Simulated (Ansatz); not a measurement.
## Calculated coordination and O-17 quadrupole coupling for SrTiO₃ at a changed volume

Cell: a COD entry, relaxed with PBE at fixed cell and then changed (volume scaled by 1.06, ions relaxed).

```cif
data_SrTiO3
_symmetry_space_group_name_H-M 'I4/mcm'
_symmetry_Int_Tables_number 140
_cell_length_a 5.6191
_cell_length_b 5.6191
_cell_length_c 7.9489
_cell_angle_alpha 90.000
_cell_angle_beta 90.000
_cell_angle_gamma 90.000
loop_
_atom_site_label
_atom_site_type_symbol
_atom_site_symmetry_multiplicity
_atom_site_Wyckoff_symbol
_atom_site_fract_x
_atom_site_fract_y
_atom_site_fract_z
Sr Sr 4 b 0.0000 0.5000 0.2500
Ti Ti 4 c 0.0000 0.0000 0.0000
O5 O 4 a 0.0000 0.0000 0.2500
O7 O 8 h 0.2283 0.7283 0.0000
```

One atom of each set is listed; the run and its k-mesh use a cell of 10 atoms with edges of 5.62, 5.62, 5.62 Å.

Computed with Ansatz: DFT, PBE, plane waves and PAW, scalar-relativistic, 420 eV cutoff, Γ-centred 8×8×8 k-points, Fermi–Dirac smearing 0.02 eV.

Q(O-17) = -25.58 mb.

Problem. Order the O environments from the weakest to the strongest quadrupole coupling.
A. O5: 2 Ti at 1.99 Å, angle 180°; also 4 Sr at 2.81 Å
B. O7: 2 Ti at 1.99 Å, angle 170°; also 4 Sr at 2.69–2.93 Å

Solution. A (1.10 MHz, η = 0.00), B (1.24 MHz, η = 0.02).

An axis of threefold or higher order runs through O5, so V_zz lies along it and η is zero. At O7 V_zz points along the line of its two bonds (within 1°).
